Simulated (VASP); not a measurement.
## CsPbCl3: relaxation of cell and atoms with PBE+D3(BJ)

The system is CsPbCl3.

```
Cs Pb Cl
1.0
     5.66635    0.00000    0.00000
     0.00000    5.66635    0.00000
     0.00000    0.00000    5.66635
Cs Pb Cl
1 1 3
Cartesian
  0.0000 0.0000 0.0000
  2.8332 2.8332 2.8332
  2.8332 2.8332 0.0000
  0.0000 2.8332 2.8332
  2.8332 0.0000 2.8332
```

| Item | Value |
| --- | --- |
| Program | VASP 6.6.1 |
| Task | relaxation of cell and atoms |
| Functional | PBE |
| Dispersion | D3(BJ) |
| Potentials or basis | VASP PAW PBE potentials, release 64 (Cs_sv, Pb_d, Cl) |
| Cutoff | 600 eV |
| k mesh | 6 × 6 × 6 |
| Occupations | gaussian, width 0.03 eV |
| Spin | no spin polarisation |
| Further INCAR settings | ALGO = Normal; EDIFF = 1e-07; IBRION = 2; EDIFFG = -0.005; NSW = 90; ISIF = 3 |

```yaml
Relaxed_volume: 36.42 Å³/atom
Relaxed_cell: a = 5.668 Å, b = 5.668 Å, c = 5.668 Å, α = 90.00°, β = 90.00°, γ = 90.00°
Space_group_after_relaxing_to_0.05_Å: Pm-3m (No. 221)
Energy_gained_by_relaxing: 0.0 meV/atom
Ionic_steps: 2
Pressure_after_relaxing: 0.0 GPa
Band_gap_on_the_k_mesh: 2.08 eV, direct
Dispersion_energy_per_atom: -0.194 eV
```

Final structure:
```
CELL_PARAMETERS angstrom
5.66796 0.00000 0.00000
0.00000 5.66796 0.00000
0.00000 0.00000 5.66796
ATOMIC_POSITIONS crystal
Cs 0.00000 0.00000 0.00000
Pb 0.50000 0.50000 0.50000
Cl 0.50000 0.50000 0.00000
Cl 0.00000 0.50000 0.50000
Cl 0.50000 0.00000 0.50000
```

Levels at points of the mesh, in eV from the valence-band top:
| k point | band 20 | band 21 | band 22 | band 23 | band 24 | band 25 |
| --- | --- | --- | --- | --- | --- | --- |
| (0.00, 0.00, 0.00) | -2.29 | -2.29 | -2.29 | 3.51 | 4.52 | 4.52 |
| (0.50, 0.00, 0.00) | -2.39 | -2.39 | -1.57 | 3.09 | 4.84 | 5.38 |
| (0.50, 0.50, 0.00) | -2.54 | -1.99 | -0.76 | 2.63 | 2.63 | 5.00 |
| (0.50, 0.50, 0.50) | -1.98 | -1.98 | 0.00 | 2.08 | 2.08 | 2.08 |

Wall time 110 s on 1 thread of AMD EPYC 9R45 96-Core Processor (Zen 5), on a shared host, peak memory 0.38 GiB.

Caveat: spin-orbit coupling is left out, which as a rule narrows the gap of such compounds by several tenths of an eV. A k mesh can miss the band edges.
